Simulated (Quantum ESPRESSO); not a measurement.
Runs of Quantum ESPRESSO 7.5 on La2O3. It takes space group P-62m (No. 189, hexagonal). The conventional cell has a = 6.267 Å, b = 6.267 Å, c = 3.300 Å, α = 90.00°, β = 90.00°, γ = 120.00°. La (site symmetry -6) has 6 O at 2.45 Å as nearest neighbours. Around O (site symmetry m2m) lie 4 La at 2.45 Å. The cell comes from a database or a generator and needn't be the stable form of this composition.

```tsv
task	level	potentials or basis	form of the LDA correlation	gap on the mesh (eV)	pressure (GPa)	V0 of scaled cells (Å³/atom)	B0 (GPa)	largest force (eV/Å)
equation of state	LDA	GBRV 1.5 LDA	PZ81	-	-	21.81	108	-
band structure	LDA	GBRV 1.5 LDA	PZ81	1.39	-3.0	-	-	0.07
equation of state	PBEsol	GBRV 1.5 PBEsol	-	-	-	22.26	(c)	-
band structure	PBEsol	GBRV 1.5 PBEsol	-	(a)	(b)	-	-	0.06
```

Alike in all rows: no spin polarisation; cell as given; k mesh 5 × 5 × 8; cutoff (eV) 612; smearing fermi-dirac 0.05 eV.

Q: Estimate the missing entries.

A: (a) 1.46; (b) -0.9; (c) 101.

Caveats: the cell was scaled at fixed shape and fractional positions, which overstates the stiffness of a crystal with free parameters, most of all of layers and chains (some runs); some levels on the path didn't converge (some runs); spin-orbit coupling is left out, which moves the levels of the heavy elements (some runs).

A k mesh can miss the band edges, and the runs leave out spin-orbit coupling on La.

Runs at the PBE level aren't shown here.
